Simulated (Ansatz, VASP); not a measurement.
**Au: VASP beside Ansatz**

```xyz
3
Lattice="4.3493 0.0000 0.0000 -2.1747 3.7666 0.0000 0.0000 0.0000 2.7050" Properties=species:S:1:pos:R:3 pbc="T T T"
Au    2.1747    1.2555    1.3525
Au    0.0000    2.5111    1.3525
Au    0.0000    0.0000    0.0000
```

Alike in both runs: task single point; functional PBEsol; k mesh 12 × 12 × 16; occupations gaussian, width 0.1 eV; no spin polarisation.

|  | VASP | Ansatz |
| --- | --- | --- |
| version | VASP 6.6.1 | Ansatz 0.2.0 |
| potentials or method | VASP PAW PBE potentials, release 64 (Au) | scalar-relativistic, plane waves, PAW |
| plane-wave cutoff (eV) | 520 | 420 |
| valence electrons in the cell | 33 | 57 |

|  | VASP | Ansatz | Ansatz less VASP |
| --- | --- | --- | --- |
| gap on the k mesh at the Fermi level (eV) | none | none | - |
| pressure (GPa) | 42.9 | 43.3 | +0.37 |
| largest component of the traceless stress (GPa) | 11.59 | 11.61 | +0.026 |

A gap of «none» marks a metal or a gap that the smearing closes. The two sets of potentials don't hold the same shells in valence.

Caveats: so large a pressure means that the cell lies far from this level's equilibrium, or that cutoff or potentials fall short (VASP); the potentials were made for another functional, which shifts forces and pressure (VASP). Spin-orbit coupling is left out, which matters for the levels of Au.
